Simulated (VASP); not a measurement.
# GaAs (F-43m) in VASP: a series of runs

The runs below take GaAs through single point, with PBE.

Everything below comes from runs of VASP 6.6.1. Logs are shortened: lines on timing, memory, paths and dates and some standing lists are left out, and cuts for length are marked.

## 1. The structure

The structure is cubic, space group F-43m (No. 216). The conventional cell has a = 5.654 Å, b = 5.654 Å, c = 5.654 Å, α = 90.00°, β = 90.00°, γ = 90.00°. As (site symmetry -43m) has 4 Ga at 2.45 Å as nearest neighbours. Ga (site symmetry -43m) is surrounded by 4 As at 2.45 Å.

## 2. Single point, PBE, spin-orbit coupling, no magnetisation

INCAR reads:

```
SYSTEM = GaAs
PREC = Accurate ; ENCUT = 300
EDIFF = 1E-7 ; ISMEAR = 0
SIGMA = 0.02 ; LREAL = .False.
LASPH = .True. ; NELM = 100
ALGO = Normal ; ISIF = 2
LWAVE = .False. ; LCHARG = .False.
LNONCOLLINEAR = .True. ; MAGMOM = 0 0 0 0 0 0
LORBIT = 11 ; LSORBIT = .True.
GGA_COMPAT = .False. ; GGA = PE
NBANDS = 34
```

KPOINTS reads:

```
Automatic mesh
0
Gamma
  9 9 9
  0 0 0
```

POSCAR reads:

```
GaAs
1.0
    0.0000000000      2.8268500000      2.8268500000
    2.8268500000      0.0000000000      2.8268500000
    2.8268500000      2.8268500000      0.0000000000
As Ga
1 1
Direct
    0.7500000000      0.7500000000      0.7500000000
    0.0000000000      0.0000000000      0.0000000000
```

Potentials or basis: VASP PAW PBE potentials, release 64 (As, Ga_d).

The run is started by

```sh
$ cat potpaw_PBE.64/As/POTCAR potpaw_PBE.64/Ga_d/POTCAR > POTCAR
$ mpirun -np 1 vasp_ncl > vasp.out
```

OUTCAR:

```text
SYSTEM = GaAs
   PREC = Accurate
   ENCUT = 300
   EDIFF = 1E-7
   ISMEAR = 0
   LREAL = .False.
   LASPH = .True.
   NELM = 100
   ISIF = 2
   LNONCOLLINEAR = .True.
   LORBIT = 11
   LSORBIT = .True.
   GGA = PE

 Found     55 irreducible k-points:

 Following reciprocal coordinates:
            Coordinates               Weight
  0.000000  0.000000  0.000000      1.000000
  0.111111  0.000000  0.000000      4.000000
 -0.111111  0.000000  0.000000      4.000000
  0.222222  0.000000  0.000000      4.000000
 -0.222222  0.000000  0.000000      4.000000
  0.333333  0.000000  0.000000      4.000000
   k-points           NKPTS =     55   k-points in BZ     NKDIM =     55   number of bands    NBANDS=     34
   number of dos      NEDOS =    301   number of ions     NIONS =      2
   total plane-waves  NPLWV =  13824
   dimension x,y,z NGX =    24 NGY =   24 NGZ =   24
   dimension x,y,z NGXF=    48 NGYF=   48 NGZF=   48
   ions per type =               1   1
   NGX,Y,Z   is equivalent  to a cutoff of   9.98,  9.98,  9.98 a.u.
   NGXF,Y,Z  is equivalent  to a cutoff of  19.96, 19.96, 19.96 a.u.
 SYSTEM =  GaAs
   PREC   = accura    normal or accurate (medium, high low for compatibility)
   ISTART =      0    job   : 0-new  1-cont  2-samecut
   ICHARG =      2    charge: 1-file 2-atom 10-const
   ISPIN  =      1    spin polarized calculation?
   LNONCOLLINEAR =      T non collinear calculations
   LSORBIT =      T    spin-orbit coupling
   LASPH  =      T    aspherical Exc in radial PAW
   ENCUT  =  300.0 eV  22.05 Ry    4.70 a.u.   5.65  5.65  5.65*2*pi/ulx,y,z
   NELM   =    100;   NELMIN=  2; NELMDL= -5     # of ELM steps
   EDIFF  = 0.1E-06   stopping-criterion for ELM
   LREAL  =      F    real-space projection
   EDIFFG = 0.1E-05   stopping-criterion for IOM
   NSW    =      0    number of steps for IOM
   IBRION =     -1    ionic relax: 0-MD 1-quasi-New 2-CG
   NFREE  =      0    steps in history (QN), initial steepest desc. (CG)
   ISIF   =      2    stress and relaxation
   ISYM   =      2    0-nonsym 1-usesym 2-fastsym
   POTIM  = 0.5000    time-step for ionic-motion
   TEBEG  =    0.0;   TEEND  =   0.0 temperature during run
   PSTRESS=    0.0 pullay stress
   NELECT =      18.0000    total number of electrons
   NUPDOWN=      -1.0000    fix difference up-down
   EMIN   =  10.00;   EMAX   =-10.00  energy-range for DOS
   EFERMI =   0.00;   METHOD = LEGACY
   ISMEAR =     0;   SIGMA  =   0.02  broadening in eV -4-tet -1-fermi 0-gaus
   EFERMI_NEDOS =   21; number of points for ismear=-14 and -15
   IALGO  =     38    algorithm
   IMIX   =      4    mixing-type and parameters
     AMIX     =   0.40;   BMIX     =  1.00
     AMIX_MAG =   1.60;   BMIX_MAG =  1.00
  volume/ion in A,a.u.               =      22.59       152.44
  Fermi-wavevector in a.u.,A,eV,Ry     =   1.204628  2.276417 19.743799  1.451128
  Thomas-Fermi vector in A             =   2.340347
   LORBIT       =     11    0 simple, 1 ext, 2 COOP (PROOUT), +10 PAW based schemes
[... 250 lines left out ...]
  energy-cutoff  :      300.00
  volume of cell :       45.18
      direct lattice vectors                 reciprocal lattice vectors
     0.000000000  2.826850000  2.826850000    -0.176875321  0.176875321  0.176875321
     2.826850000  0.000000000  2.826850000     0.176875321 -0.176875321  0.176875321
     2.826850000  2.826850000  0.000000000     0.176875321  0.176875321 -0.176875321

 POSITION                                       TOTAL-FORCE (eV/Angst)
 -----------------------------------------------------------------------------------
      4.24027      4.24027      4.24027         0.000000      0.000000      0.000000
      0.00000      0.00000      0.00000        -0.000000     -0.000000     -0.000000
 -----------------------------------------------------------------------------------
    total drift:                               -0.000003     -0.000003     -0.000003

  FREE ENERGIE OF THE ION-ELECTRON SYSTEM (eV)
  ---------------------------------------------------
  free  energy   TOTEN  =        -8.2680408155 eV

  energy  without entropy=       -8.2680408155  energy(sigma->0) =       -8.26804082

 Spin-Orbit-Coupling matrix elements

 Ion:    1  E_soc:     -0.0237429
 l=   1
     0.0000000    -0.0039496    -0.0039496
    -0.0039496     0.0000000    -0.0039496
    -0.0039496    -0.0039496     0.0000000
 l=   2
     0.0000000    -0.0000036     0.0000000    -0.0000036    -0.0000038
    -0.0000036     0.0000000    -0.0000029    -0.0000036    -0.0000010
     0.0000000    -0.0000029     0.0000000    -0.0000029     0.0000000
    -0.0000036    -0.0000036    -0.0000029     0.0000000    -0.0000010
    -0.0000038    -0.0000010     0.0000000    -0.0000010     0.0000000
 l=   3
     0.0000000     0.0000000     0.0000000     0.0000000     0.0000000     0.0000000     0.0000000
     0.0000000     0.0000000     0.0000000     0.0000000     0.0000000     0.0000000     0.0000000
     0.0000000     0.0000000     0.0000000     0.0000000     0.0000000     0.0000000     0.0000000
     0.0000000     0.0000000     0.0000000     0.0000000     0.0000000     0.0000000     0.0000000
     0.0000000     0.0000000     0.0000000     0.0000000     0.0000000     0.0000000     0.0000000
     0.0000000     0.0000000     0.0000000     0.0000000     0.0000000     0.0000000     0.0000000
     0.0000000     0.0000000     0.0000000     0.0000000     0.0000000     0.0000000     0.0000000

 Ion:    2  E_soc:     -0.0119355
 l=   1
     0.0000000    -0.0011626    -0.0011626
    -0.0011626     0.0000000    -0.0011626
    -0.0011626    -0.0011626     0.0000000
 l=   2
     0.0000000    -0.0001646     0.0000000    -0.0001646    -0.0006620
    -0.0001646     0.0000000    -0.0004965    -0.0001646    -0.0001655
     0.0000000    -0.0004965     0.0000000    -0.0004965     0.0000000
    -0.0001646    -0.0001646    -0.0004965     0.0000000    -0.0001655
    -0.0006620    -0.0001655     0.0000000    -0.0001655     0.0000000
 l=   3
     0.0000000     0.0000000     0.0000000     0.0000000     0.0000000     0.0000000     0.0000000
     0.0000000     0.0000000     0.0000000     0.0000000     0.0000000     0.0000000     0.0000000
     0.0000000     0.0000000     0.0000000     0.0000000     0.0000000     0.0000000     0.0000000
     0.0000000     0.0000000     0.0000000     0.0000000     0.0000000     0.0000000     0.0000000
     0.0000000     0.0000000     0.0000000     0.0000000     0.0000000     0.0000000     0.0000000
     0.0000000     0.0000000     0.0000000     0.0000000     0.0000000     0.0000000     0.0000000
     0.0000000     0.0000000     0.0000000     0.0000000     0.0000000     0.0000000     0.0000000

 total charge

# of ion       s       p       d       tot
------------------------------------------
    1        1.209   1.599   0.031   2.840
    2        0.882   0.803   9.992  11.677
--------------------------------------------------
tot          2.092   2.402  10.024  14.517

 magnetization (x)

# of ion       s       p       d       tot
------------------------------------------
    1        0.000   0.000   0.000   0.000
    2        0.000  -0.000   0.000   0.000
--------------------------------------------------
tot          0.000  -0.000   0.000   0.000

 magnetization (y)

# of ion       s       p       d       tot
------------------------------------------
    1        0.000   0.000   0.000   0.000
    2       -0.000   0.000   0.000  -0.000
--------------------------------------------------
tot         -0.000   0.000   0.000  -0.000

 magnetization (z)

# of ion       s       p       d       tot
------------------------------------------
    1        0.000   0.000  -0.000   0.000
    2        0.000  -0.000   0.000  -0.000
--------------------------------------------------
tot          0.000  -0.000  -0.000  -0.000
```

OSZICAR:

```text
N       E                     dE             d eps       ncg     rms          rms(c)
DAV:   1     0.102780046244E+03    0.10278E+03   -0.60190E+03  4248   0.110E+03
DAV:   2     0.514766316582E+01   -0.97632E+02   -0.91493E+02  3894   0.300E+02
DAV:   3    -0.805740224351E+01   -0.13205E+02   -0.13047E+02  4620   0.871E+01
DAV:   4    -0.842143003487E+01   -0.36403E+00   -0.36343E+00  4250   0.158E+01
DAV:   5    -0.842691216022E+01   -0.54821E-02   -0.54806E-02  4652   0.189E+00    0.292E+00
DAV:   6    -0.828475324917E+01    0.14216E+00   -0.15595E-01  5328   0.722E+00    0.171E+00
DAV:   7    -0.826659499322E+01    0.18158E-01   -0.84596E-02  4394   0.194E+00    0.582E-01
DAV:   8    -0.826767897146E+01   -0.10840E-02   -0.14193E-02  4366   0.160E+00    0.134E-01
DAV:   9    -0.826792814380E+01   -0.24917E-03   -0.17769E-03  4410   0.751E-01    0.678E-02
DAV:  10    -0.826798291212E+01   -0.54768E-04   -0.22458E-04  4160   0.113E-01    0.297E-02
DAV:  11    -0.826802057288E+01   -0.37661E-04   -0.26419E-05  4546   0.536E-02    0.154E-02
DAV:  12    -0.826804076275E+01   -0.20190E-04   -0.29557E-05  3952   0.292E-02    0.453E-03
DAV:  13    -0.826804081552E+01   -0.52763E-07   -0.46308E-07  4572   0.513E-03
   1 F= -.82680408E+01 E0= -.82680408E+01  d E =-.139304E-24  mag=    -0.0000    -0.0000    -0.0000
```

Run time: 49 s. Hardware: 1 thread of Intel Xeon Platinum 8488C (Sapphire Rapids), shared host; peak memory 0.22 GiB.

The run converged, but some of its settings lie outside the range that counts as converged, so its numbers aren't taken as properties of the crystal.

What came out:

* Free energy: -8.2680 eV
* Valence electrons inside the program's atomic spheres: As 2.84; Ga 11.68

(Part 1 of 2 ends here.)
